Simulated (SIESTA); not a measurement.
# BN under changes of volume

One of the cells (8.967 Å³/atom); the others are scaled copies at fixed shape and fractional positions:

```
N B
1.0
     2.49824    0.00000    0.00000
    -1.24912    2.16354    0.00000
     0.00000    0.00000    6.63570
N B
2 2
Direct
  0.66667 0.33333 0.25000
  0.33333 0.66667 0.75000
  0.66667 0.33333 0.75000
  0.33333 0.66667 0.25000
```

```yaml
Program: SIESTA 5.4.2
Functional: LDA
Potentials_or_basis: PseudoDojo 0.4 standard (LDA files)
Basis: DZP (energy shift 0.003 Ry)
Grid_cutoff: 800 Ry
Energy_shift: 0.003 Ry
k_mesh: 12 × 12 × 4
Occupations: fermi-dirac, width 0.05 eV
Spin: no spin polarisation
```

| volume (Å³/atom) | energy over the lowest point (meV/atom) | pressure (GPa) | gap on the mesh (eV) |
| --- | --- | --- | --- |
| 8.429 | 31.76 | 18.6 | 4.15 |
| 8.608 | 14.55 | 12.2 | 4.13 |
| 8.787 | 4.17 | 6.4 | 4.11 |
| 8.967 | 0.00 | 1.1 | 4.09 |
| 9.146 | ? | ? | ? |
| 9.325 | 8.25 | -8.2 | 4.05 |
| 9.505 | 19.74 | -12.3 | 4.02 |

Task: What does the run at 9.146 Å³/atom give?

Result: Energy over the lowest point 1.52 meV/atom; pressure -3.8 GPa; gap on the mesh 4.07 eV.

Worked out: A Birch-Murnaghan fit of order 3 (a polynomial in V^(-2/3)) to the other rows has its minimum at 9.01 Å³/atom with B0 = V·E''(V) = 250 GPa and B' = 3.7 at fixed shape and positions, which overstates the stiffness. It gives 1.54 meV/atom at 9.146 Å³/atom, against the run's 1.52, and -dE/dV = -3.8 GPa, against -3.8. A straight line through the other rows of the gap, of slope -1.06 eV per unit of ln V, gives 4.07 eV, against the run's 4.07.

Energies are extrapolated to zero smearing.

Caveats: the basis of atomic orbitals isn't converged, which shifts pressures, moduli and gaps.

A mesh can miss the band edges.
